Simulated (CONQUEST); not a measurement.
# AlN (F-43m) in CONQUEST: equation of state, part 2 of 2

CONQUEST 1.3. Earlier steps stand in the parts before.

### 5 Equation of state, PBEsol, 10.42 Å³/atom

Conquest_input reads:

```
IO.Title AlN
IO.Coordinates coords.dat
IO.FractionalAtomicCoords T
IO.Iprint 2
IO.Iprint_init 1
General.NumberOfSpecies 2
General.PseudopotentialType hamann
AtomMove.TypeOfRun static
AtomMove.FullStress T
Grid.PointsAlongX 36
Grid.PointsAlongY 36
Grid.PointsAlongZ 48
DM.SolutionMethod diagon
Diag.MPMesh T
Diag.GammaCentred T
Diag.MPMeshX 9
Diag.MPMeshY 9
Diag.MPMeshZ 6
Diag.kT 0.00183747
minE.SCTolerance 1e-6
SC.MaxIters 100
IO.AtomChargeOutput T
%block ChemicalSpeciesLabel
1 26.980 Al
2 14.010 N
%endblock
```

coords.dat reads:

```
    5.8366710591     0.0000000000     0.0000000000
    0.0000000000     5.8366710591     0.0000000000
    0.0000000000     0.0000000000     8.2542993708
4
  0.0000000000   0.0000000000   0.0000000000 1 T T T
  0.5000000000   0.5000000000   0.5000000000 1 T T T
  0.0000000000   0.5000000000   0.7500000000 2 T T T
  0.5000000000   0.0000000000   0.2500000000 2 T T T
```

Potentials or basis: PseudoDojo NC PBEsol, DZP, grid of 36 × 36 × 48 points.

Command:

```sh
> OMP_NUM_THREADS=1 Conquest
```

Log:

```text
Simulation cell dimensions:     5.8367 a0 x     5.8367 a0 x     8.2543 a0

      Atomic coordinates (a0)
         Atom         X         Y         Z  Species
            1    0.0000    0.0000    0.0000        1
            2    2.9183    2.9183    4.1271        1
            3    0.0000    2.9183    6.1907        2
            4    2.9183    0.0000    2.0636        2

         Monkhorst-Pack mesh:   9 x   9 x   6 gamma-centred
        This calculation includes non-local pseudopotentials,
         with a maximum core radius of      8.23709393

    Job title: AlN
    Job to be run: static calculation

[... 5 lines left out ...]
      Using Fermi-Dirac smearing

    Integration grid size:     36 x   36 x   48

    Integration grid spacing:  0.162 a0 x 0.162 a0 x 0.172 a0

    Number of species:  2
    --------------------------------------------------------
    |   #  mass (au)  Charge (e)  SF Rad (a0)  NSF  Label  |
    --------------------------------------------------------
    |   1     26.980       3.000        8.426   13  Al     |
    |   2     14.010       5.000        5.675   13  N      |
    --------------------------------------------------------
          SCF tolerance:                 0.00000100
          SCF iterations:               100

    LibXC version:  6. 2. 2
    Using the GGA functional Perdew, Burke & Ernzerhof SOL
    Using the GGA functional Perdew, Burke & Ernzerhof SOL

           radial cut-off to be used is taken to be max PAO cut-off radius for this species:    8.237094

           greatest ang. mom. for making density from PAOs:  2

           radial cut-off to be used is taken to be max PAO cut-off radius for this species:    5.483972

           greatest ang. mom. for making density from PAOs:  2
    Minimum blocs/proc is      972. Maximum blocs/proc is      972
    set_atom_dens: In set_atomic_density, electrons :      16.000000000000
 matrix_size & matrix_size_padH =           52          52

    Screened ion int: energy:     -16.819425780460 Ha

    new_SC_potl: Starting.  Tolerance:  0.10000E-05

    PulayMixSC: Starting Pulay mixing, A_up =  0.500 A_dn =  0.500
    PulayMixSC: Spin non-polarised calculation.
          Harris-Foulkes Energy            :       -25.642844635378317 Ha
          (TS=0 as O(N) or entropic contribution is negligible)
          DFT Total Energy                 :       -25.269980827931924 Ha
          Total number of electrons        :        15.999999999999782
    PulayMixSC: Pulay iteration     1 residual:              0.17843E-01
          Harris-Foulkes Energy            :       -25.515968883808238 Ha
          (TS=0 as O(N) or entropic contribution is negligible)
          DFT Total Energy                 :       -25.471192343818533 Ha
          Total number of electrons        :        16.000005644711070
    PulayMixSC: Pulay iteration     2 residual:              0.84346E-02
          Harris-Foulkes Energy            :       -25.499152415003799 Ha
          (TS=0 as O(N) or entropic contribution is negligible)
          DFT Total Energy                 :       -25.498520199604272 Ha
          Total number of electrons        :        16.000005381137733
    PulayMixSC: Pulay iteration     3 residual:              0.22942E-02
          Harris-Foulkes Energy            :       -25.498636111116987 Ha
          (TS=0 as O(N) or entropic contribution is negligible)
          DFT Total Energy                 :       -25.498634167514020 Ha
          Total number of electrons        :        16.000006744341050
    PulayMixSC: Pulay iteration     4 residual:              0.13581E-03
          Harris-Foulkes Energy            :       -25.498634202825233 Ha
          (TS=0 as O(N) or entropic contribution is negligible)
          DFT Total Energy                 :       -25.498634212757430 Ha
          Total number of electrons        :        16.000006643626698
    PulayMixSC: Pulay iteration     5 residual:              0.80132E-05
          Harris-Foulkes Energy            :       -25.498634214735979 Ha
          (TS=0 as O(N) or entropic contribution is negligible)
          DFT Total Energy                 :       -25.498634212968202 Ha
          Total number of electrons        :        16.000006622910742
    PulayMixSC: Pulay iteration     6 residual:              0.12854E-05
          Harris-Foulkes Energy            :       -25.498634214075675 Ha
          (TS=0 as O(N) or entropic contribution is negligible)
          DFT Total Energy                 :       -25.498634214068300 Ha
          Total number of electrons        :        16.000006623294844
    PulayMixSC: Pulay iteration     7 residual:              0.97400E-07
    PulayMixSC: Reached SCF tolerance of  0.97400E-07 after      7 iterations
      | Number of electrons      =        16.000007
      |* band energy as 2Tr[K.H] =        -8.250155123761958 Ha
      |  screened ion-ion energy =       -16.819425780459746 Ha
      |  Ha correction           =        -1.204253227574638 Ha
      |  XC correction           =         0.775198098903763 Ha
      |* Harris-Foulkes energy   =       -25.498634214075675 Ha
      |* DFT total energy        =       -25.498634214068300 Ha
      |  estimated accuracy      =        -0.000000000007375 Ha

    force: Forces on atoms (Ha/a0)
    force:  Atom   X              Y              Z
    force:     1   0.0000000000  -0.0000000000   0.0000000000
    force:     2  -0.0000000000  -0.0000000000  -0.0000000000
    force:     3  -0.0000000000   0.0000000000  -0.0000000000
    force:     4  -0.0000000000  -0.0000000000   0.0000000000

    force: Maximum force :        0.00000000(Ha/a0) on atom         4 in y direction
    force: Force Residual:        0.00000000 Ha/a0
    force: Total stress:         -3.54547788     0.00000000     0.00000000 GPa
                             0.00000000    -3.54547788     0.00000000
                             0.00000000     0.00000000    -3.85861003
    force: Average pressure:      3.64985526 GPa

    force: Finished force
    get_E_and_F: Change in energy during last step of electronic optimisation:  0.66030E-09

    BIBLIOGRAPHY: Please consider citing the following references in the conquest.bib file

    CONQUEST:         Bowler2002pt, Miyazaki2004, Nakata2020
    Basis:            Bowler2019
    DM:               Bowler:2006xr
    Pseudopotentials: Hamann2013, Bowler2019
    XC references from LibXC:
```

It took 5 min on 1 thread of Intel Xeon Platinum 8175M at 2.50GHz (Skylake/Cascade Lake), shared host; peak memory 0.76 GiB.

Results:

```yaml
Free_energy: -693.8532 eV
Pressure: 3.6 GPa
Band_gap_on_the_k_mesh: 3.14 eV
Mulliken_charges: Al +0.68; N -0.68 e
```

Caveat: Mulliken charges move with the basis; an odd mesh through Γ misses points on the zone boundary, where band edges often lie; the basis of atomic orbitals isn't converged, which shifts pressures, moduli and gaps; the real-space grid breaks the cell's symmetry a little.

### 6 Equation of state, PBEsol, 10.63 Å³/atom (volume scaled by 1.02)

Conquest_input is that of step 5.

coords.dat reads:

```
    5.8753256364     0.0000000000     0.0000000000
    0.0000000000     5.8753256364     0.0000000000
    0.0000000000     0.0000000000     8.3089651982
4
  0.0000000000   0.0000000000   0.0000000000 1 T T T
  0.5000000000   0.5000000000   0.5000000000 1 T T T
  0.0000000000   0.5000000000   0.7500000000 2 T T T
  0.5000000000   0.0000000000   0.2500000000 2 T T T
```

Potentials or basis: PseudoDojo NC PBEsol, DZP, grid of 36 × 36 × 48 points.

Command:

```sh
> OMP_NUM_THREADS=1 Conquest
```

It took 5.5 min on 1 thread of Intel Xeon Platinum 8175M at 2.50GHz (Skylake/Cascade Lake), shared host; peak memory 0.76 GiB.

The run converged. Its results:

| Property | Result |
| --- | --- |
| Free energy | -693.8630 eV |
| Pressure | 0.0 GPa |
| Band gap on the k mesh | 3.13 eV |
| Mulliken charges | Al +0.71; N -0.71 e |

Caveat: Mulliken charges move with the basis; an odd mesh through Γ misses points on the zone boundary, where band edges often lie; the basis of atomic orbitals isn't converged, which shifts pressures, moduli and gaps; the real-space grid breaks the cell's symmetry a little.

### 7 Equation of state, PBEsol, 10.83 Å³/atom (volume scaled by 1.04)

Conquest_input is that of step 6.

coords.dat reads:

```
    5.9134781705     0.0000000000     0.0000000000
    0.0000000000     5.9134781705     0.0000000000
    0.0000000000     0.0000000000     8.3629210295
4
  0.0000000000   0.0000000000   0.0000000000 1 T T T
  0.5000000000   0.5000000000   0.5000000000 1 T T T
  0.0000000000   0.5000000000   0.7500000000 2 T T T
  0.5000000000   0.0000000000   0.2500000000 2 T T T
```

Command:

```sh
> OMP_NUM_THREADS=1 Conquest
```

Run time: 5.3 min. Hardware: 1 thread of Intel Xeon Platinum 8175M at 2.50GHz (Skylake/Cascade Lake), shared host; peak memory 0.76 GiB.

It converged, with:

```yaml
Free_energy: -693.8538 eV
Pressure: -3.5 GPa
Band_gap_on_the_k_mesh: 3.12 eV
Mulliken_charges: Al +0.74; N -0.74 e
```

Caveat: Mulliken charges move with the basis; an odd mesh through Γ misses points on the zone boundary, where band edges often lie; the basis of atomic orbitals isn't converged, which shifts pressures, moduli and gaps; the real-space grid breaks the cell's symmetry a little.

### 8 Equation of state, PBEsol, 11.04 Å³/atom (volume scaled by 1.06)

Conquest_input is that of step 7.

coords.dat reads:

```
    5.9511446521     0.0000000000     0.0000000000
    0.0000000000     5.9511446521     0.0000000000
    0.0000000000     0.0000000000     8.4161894786
4
  0.0000000000   0.0000000000   0.0000000000 1 T T T
  0.5000000000   0.5000000000   0.5000000000 1 T T T
  0.0000000000   0.5000000000   0.7500000000 2 T T T
  0.5000000000   0.0000000000   0.2500000000 2 T T T
```

Command:

```sh
> OMP_NUM_THREADS=1 Conquest
```

It took 5.1 min on 1 thread of Intel Xeon Platinum 8175M at 2.50GHz (Skylake/Cascade Lake), shared host; peak memory 0.73 GiB.

It converged, with:

| Property | Result |
| --- | --- |
| Free energy | -693.8270 eV |
| Pressure | -6.8 GPa |
| Band gap on the k mesh | 3.11 eV |
| Mulliken charges | Al +0.76; N -0.76 e |

Caveat: Mulliken charges move with the basis; an odd mesh through Γ misses points on the zone boundary, where band edges often lie; the basis of atomic orbitals isn't converged, which shifts pressures, moduli and gaps; the real-space grid breaks the cell's symmetry a little.

### 9 Equation of state, PBEsol

Potentials or basis: PseudoDojo NC PBEsol, DZP, grid of 36 × 36 × 48 points.

This step only gathers the single runs of the series.

What came out:

```yaml
Equilibrium_volume: 10.62 Å³/atom
Bulk_modulus: 186 GPa
Pressure_derivative_of_the_bulk_modulus: "6.1 (rough: it moves with the points fitted)"
```

Energy against volume, from the lowest point:
| volume (Å³/atom) | energy (meV/atom) |
| --- | --- |
| 9.792 | 45.19 |
| 10.001 | 24.05 |
| 10.209 | 9.94 |
| 10.417 | 2.46 |
| 10.626 | 0.00 |
| 10.834 | 2.30 |
| 11.042 | 9.00 |

Caveat: the DZP basis gives volumes some 2 % larger than converged bases do, and moduli off by several per cent; the basis of atomic orbitals isn't converged, which shifts pressures, moduli and gaps.
